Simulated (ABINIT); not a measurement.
# ZrC (Fm-3m) in ABINIT: reference runs, part 2 of 2

ABINIT 10.8.3 (patched build).

### 3 Single point, PBE (atoms moved at random, drawn with an rms of 0.05 Å)

Contents of run.abi:

```
# Pseudopotentials
pp_dirpath "./"
pseudos "Zr.GGA_PBE-JTH.xml, C.GGA_PBE-JTH.xml"

# Structure
acell 3*1.0 Angstrom
rprim
     0.0000000000     2.3650000000     2.3650000000
     2.3650000000     0.0000000000     2.3650000000
     2.3650000000     2.3650000000     0.0000000000
ntypat 2
znucl 40 6
natom 2
typat 1 2
xred
     0.4901410000     0.4959120000     0.5064160000
    -0.0109390000    -0.0047220000     0.0215780000
chkprim 0
chksymtnons 0
tolsym 1.0e-6

# Plane-wave basis
ecut 517.016339 eV
pawecutdg 38.0

# k points
kptopt 1
ngkpt 10 10 10
nshiftk 1
shiftk 0.0 0.0 0.0

# Exchange and correlation
ixc 11

# Bands and occupations
nband 12
occopt 3
tsmear 0.05 eV

# SCF cycle
nstep 100
tolvrs 1.0e-9

# Output
iomode 3
prtwf 0
prtden 0
prteig 0
prtebands 0
enunit 2
```

Potentials or basis: JTH PAW PBE v2.0.

The run is started by

```
> abinit run.abi > log 2>&1
```

run.abo:

```text
.Version 10.8.3 of ABINIT
 Symmetries : space group P1 (#  1); Bravais aP (primitive triclinic)
================================================================================
 Values of the parameters that define the memory need of the present run
     intxc =       0    ionmov =       0      iscf =      17    lmnmax =      18
     lnmax =       6     mgfft =      27  mpssoang =       3    mqgrid =    3001
     natom =       2  nloc_mem =       2    nspden =       1   nspinor =       1
    nsppol =       1      nsym =       1    n1xccc =       1    ntypat =       2
    occopt =       3   xclevel =       2
       mpw =         716          nfft =       19683          nkpt =         504
 PAW method is used; the additional fine FFT grid is defined by:
   mgfftf=        36    nfftf =     46656
================================================================================
================================================================================

--------------------------------------------------------------------------------
------------- Echo of variables that govern the present computation ------------
--------------------------------------------------------------------------------
 -outvars: echo values of preprocessed input variables --------
            acell      1.8897261259E+00  1.8897261259E+00  1.8897261259E+00 Bohr
              amu      9.12240000E+01  1.20110000E+01
          chkprim           0
      chksymtnons           0
             ecut      1.90000000E+01 Hartree
           enunit           2
                       outvar_i_n : Printing only first  50 k-points.
              ixc          11
                       outvar_i_n : Printing only first  50 k-points.
         kptrlatt       10    0    0      0   10    0      0    0   10
          kptrlen      6.32040649E+01
            natom           2
            nband          12
            ngfft          27      27      27
          ngfftdg          36      36      36
             nkpt         504
            nstep         100
             nsym           1
           ntypat           2
                       prtocc : prtvol=0, do not print more k-points.
           occopt           3
        pawecutdg      3.80000000E+01 Hartree
         pawxcdev           0
           prtden           0
        prtebands           0
           prteig           0
            prtwf           0
            rprim      0.0000000000E+00  2.3650000000E+00  2.3650000000E+00
                       2.3650000000E+00  0.0000000000E+00  2.3650000000E+00
                       2.3650000000E+00  2.3650000000E+00  0.0000000000E+00
          spgroup           1
           tolsym      1.00000000E-06
           tolvrs      1.00000000E-09
           tsmear      1.83746611E-03 Hartree
            typat      1  2
           useylm           1
                       outvars : Printing only first  50 k-points.
           xangst      2.3705057200E+00  2.3568573050E+00  2.3320153450E+00
                       3.9864440000E-02  2.5161235000E-02 -3.7038265000E-02
            xcart      4.4796065907E+00  4.4538148243E+00  4.4068703235E+00
                       7.5332873763E-02  4.7547843140E-02 -6.9992177029E-02
             xred      4.9014100000E-01  4.9591200000E-01  5.0641600000E-01
                      -1.0939000000E-02 -4.7220000000E-03  2.1578000000E-02
            znucl       40.00000    6.00000

================================================================================

 chkinp: Checking input parameters for consistency.

================================================================================
== DATASET  1 ==================================================================
[... 100 lines left out ...]
- [  4.25875398E-03,   4.16083500E-03,  -4.89878281E-04, ]
- [ -4.25875398E-03,  -4.16083500E-03,   4.89878281E-04, ]
force_length_stats: {min:   5.97407014E-03, max:   5.97407014E-03, mean:   5.97407014E-03, }
...

 Integrated electronic density in atomic spheres:
 ------------------------------------------------
 Atom  Sphere_radius  Integrated_density
    1        2.22030          9.02162583
    2        1.50737          2.37772670

================================================================================

 ----iterations are completed or convergence reached----

 Mean square residual over all n,k,spin=   54.844E-08; max=  45.944E-05
 reduced coordinates (array xred) for    2 atoms
       0.490141000000      0.495912000000      0.506416000000
      -0.010939000000     -0.004722000000      0.021578000000
 rms dE/dt=  2.5618E-02; max dE/dt=  3.7619E-02; dE/dt below (all hartree)
    1      -0.016236193132     -0.016810665785     -0.037638819731
    2       0.016576303164      0.016877069991      0.037618872879

 cartesian coordinates (angstrom) at end:
    1      2.37050572000000     2.35685730500000     2.33201534500000
    2      0.03986444000000     0.02516123500000    -0.03703826500000

 cartesian forces (hartree/bohr) at end:
    1      0.00425875397823     0.00416083499585    -0.00048987828104
    2     -0.00425875397823    -0.00416083499585     0.00048987828104
 frms,max,avg= 3.4491310E-03 4.2587540E-03   1.643E-05 -1.419E-05 -2.386E-05 h/b

 cartesian forces (eV/Angstrom) at end:
    1      0.21899393458224     0.21395873805938    -0.02519055403970
    2     -0.21899393458224    -0.21395873805938     0.02519055403970
 frms,max,avg= 1.7736145E-01 2.1899393E-01   8.447E-04 -7.299E-04 -1.227E-03 e/A
 length scales=  1.889726125908  1.889726125908  1.889726125908 bohr
              =  1.000000000000  1.000000000000  1.000000000000 angstroms
 Fermi (or HOMO) energy (hartree) =   0.41925   Average Vxc (hartree)=  -0.44510
 Eigenvalues (hartree) for nkpt= 504  k points:
 kpt#   1, nband= 12, wtk=  0.00100, kpt=  0.0000  0.0000  0.0000 (reduced coord)
  -1.35272   -0.53394   -0.53393   -0.53392    0.00524    0.44453    0.44529    0.45054
   0.45834    0.46541    0.46639    0.52189
      occupation numbers for kpt#   1
   2.00000    2.00000    2.00000    2.00000    2.00000    0.00000    0.00000    0.00000
   0.00000    0.00000    0.00000    0.00000
 prteigrs : prtvol=0 or 1, do not print more k-points.

 Fermi (or HOMO) energy (eV) =  11.40839   Average Vxc (eV)= -12.11182
 Eigenvalues (   eV  ) for nkpt= 504  k points:
 kpt#   1, nband= 12, wtk=  0.00100, kpt=  0.0000  0.0000  0.0000 (reduced coord)
 -36.80939  -14.52920  -14.52905  -14.52867    0.14252   12.09621   12.11686   12.25978
  12.47219   12.66448   12.69119   14.20138
 prteigrs : prtvol=0 or 1, do not print more k-points.

--- !EnergyTerms
iteration_state     : {dtset: 1, }
comment             : Components of total free energy in Hartree
kinetic             :  1.53648513371560E+01
hartree             :  7.05168455307280E+00
xc                  : -8.93463530899973E+00
Ewald energy        : -4.68824952099228E+01
psp_core            :  1.79002106109306E+00
local_psp           : -3.35068573750419E+01
PAW spherical_terms :  1.17974296164070E+01
internal            : -5.33200013262355E+01
'-kT*entropy'       : -1.08755488791650E-04
total_energy        : -5.33201100817243E+01
total_energy_eV     : -1.45091411011202E+03
...

--- !EnergyTermsDC
iteration_state     : {dtset: 1, }
comment             : '"Double-counting" decomposition of free energy'
band_energy         : -3.85349912894763E+00
Ewald energy        : -4.68824952099228E+01
psp_core            :  1.79002106109306E+00
xc_dc               : -6.06860022979658E+00
PAW spherical_terms :  1.69456367649148E+00
internal            : -5.33200098310824E+01
'-kT*entropy'       : -1.08755488791650E-04
total_energy_dc     : -5.33201185865712E+01
total_energy_dc_eV  : -1.45091434154070E+03
...

--- !EnergyTermsWithPAWCore
iteration_state     : {dtset: 1, }
comment             : 'Components of total free energy, including PAW core contributions'
Total energy        : -3.63696564036483E+03
Total energy DC     : -3.63696564886968E+03
Total energy (eV)   : -9.89668768033290E+04
Total energy DC (eV): -9.89668770347577E+04
...

 Cartesian components of stress tensor (hartree/bohr^3)
  sigma(1 1)=  9.57389855E-05  sigma(3 2)= -5.29506338E-07
  sigma(2 2)=  9.63430375E-05  sigma(3 1)= -6.40902754E-07
  sigma(3 3)=  1.04602124E-04  sigma(2 1)=  4.87500896E-06

-Cartesian components of stress tensor (GPa)         [Pressure= -2.9096E+00 GPa]
- sigma(1 1)=  2.81673820E+00  sigma(3 2)= -1.55786143E-02
- sigma(2 2)=  2.83451002E+00  sigma(3 1)= -1.88560100E-02
- sigma(3 3)=  3.07750073E+00  sigma(2 1)=  1.43427715E-01

== END DATASET(S) ==============================================================
================================================================================

 -outvars: echo values of variables after computation  --------
            acell      1.8897261259E+00  1.8897261259E+00  1.8897261259E+00 Bohr
           etotal     -5.3320118587E+01
            fcart      4.2587539782E-03  4.1608349958E-03 -4.8987828104E-04
                      -4.2587539782E-03 -4.1608349958E-03  4.8987828104E-04
            rprim      0.0000000000E+00  2.3650000000E+00  2.3650000000E+00
                       2.3650000000E+00  0.0000000000E+00  2.3650000000E+00
                       2.3650000000E+00  2.3650000000E+00  0.0000000000E+00
           strten      9.5738985470E-05  9.6343037521E-05  1.0460212387E-04
                      -5.2950633808E-07 -6.4090275351E-07  4.8750089605E-06
           xangst      2.3705057200E+00  2.3568573050E+00  2.3320153450E+00
                       3.9864440000E-02  2.5161235000E-02 -3.7038265000E-02
             xred      4.9014100000E-01  4.9591200000E-01  5.0641600000E-01
                      -1.0939000000E-02 -4.7220000000E-03  2.1578000000E-02
 Calculation completed.
```

Wall time 2.1 min (1 thread of Arm Neoverse V1, shared host); peak memory 0.25 GiB.

What came out:

- Free energy: -1450.9143 eV
- Pressure: -2.9 GPa
- Largest force: 0.307 eV/Å
- Band gap on the k mesh: none (metal or under the smearing width)
- Valence electrons inside the program's atomic spheres: Zr 9.02; C 2.38

Forces on the atoms (eV/Å):
```
Zr   0.219  0.214 -0.025
C   -0.219 -0.214  0.025
```
